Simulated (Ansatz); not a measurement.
# InP3: the cost of one run

Program: Ansatz 0.2.0. Level of theory: DFT r2SCAN, scalar-relativistic, plane waves, PAW. These are calculated values, not measurements.

2 further runs of the same task are left out: 2 set aside as unsound or not needed. Runs told in other sessions of the task aren't counted.

**1. The starting structure**

It takes space group R-3m (No. 166, trigonal). The conventional cell has a = 7.483 Å, b = 7.483 Å, c = 10.108 Å, α = 90.00°, β = 90.00°, γ = 120.00°. In (site symmetry 3m) has 6 P at 2.66 to 2.92 Å in its first shell of neighbours. P (site symmetry m) is surrounded by 2 P at 2.21 Å and 2 In at 2.66 to 2.92 Å.

As a file:

```
CELL_PARAMETERS angstrom
3.74150 2.16016 3.36925
-3.74150 2.16016 3.36925
0.00000 -4.32031 3.36925
ATOMIC_POSITIONS crystal
In 0.27025 0.27025 0.27025
In 0.72975 0.72975 0.72975
P 0.79829 0.24470 0.79829
P 0.79829 0.79829 0.24470
P 0.24470 0.79829 0.79829
P 0.20171 0.75530 0.20171
P 0.75530 0.20171 0.20171
P 0.20171 0.20171 0.75530
```

This cell was relaxed beforehand with the same method: volume 20.42 Å³/atom, gap on the mesh none (metal).

**2. The reference cell**

Reference values: F = -15779.7876 eV; pressure -0.01 GPa; largest force 0.010 eV/Å; gap on the mesh none (metal). It was computed beforehand with the settings of the runs below.

**3. Harmonic modes of this cell**

input.yaml reads:

```yaml
crystal:
  lattice:
    - [3.7414989631, 2.1601554335, 3.3692519481]
    - [-3.7414989631, 2.1601554335, 3.3692519481]
    - [0.0, -4.320310867, 3.3692519481]
  atoms:
    - { symbol: In, position: [0.2702520051, 0.2702520051, 0.2702520051] }
    - { symbol: In, position: [0.7297479949, 0.7297479949, 0.7297479949] }
    - { symbol: P, position: [0.7982893833, 0.2446976833, 0.7982893833] }
    - { symbol: P, position: [0.7982893833, 0.7982893833, 0.2446976833] }
    - { symbol: P, position: [0.2446976833, 0.7982893833, 0.7982893833] }
    - { symbol: P, position: [0.2017106167, 0.7553023167, 0.2017106167] }
    - { symbol: P, position: [0.7553023167, 0.2017106167, 0.2017106167] }
    - { symbol: P, position: [0.2017106167, 0.2017106167, 0.7553023167] }
basis:
  ecutwfc: 500
kpoints:
  mp_grid: { grid: [6, 6, 6] }
hamiltonian:
  xc: r2scan
scf:
  occupations: { method: gaussian, width: 0.15 }
output:
  eigenvalues: true
phonons:
  method: fd
  supercell: [1, 1, 1]
  amplitude: 0.02
  eigenvectors: true
  dielectric: false
```

Run with:

```console
ansatz run input.yaml --threads 2 --pin off --max-ram 5120MiB --backend cpu --events-out ev --progress --plain --runs-dir out
```

Q: Estimate wall time and peak memory on 2 threads of Arm Neoverse V1, shared host.

About 5 min, with a peak of 1.2 GiB.
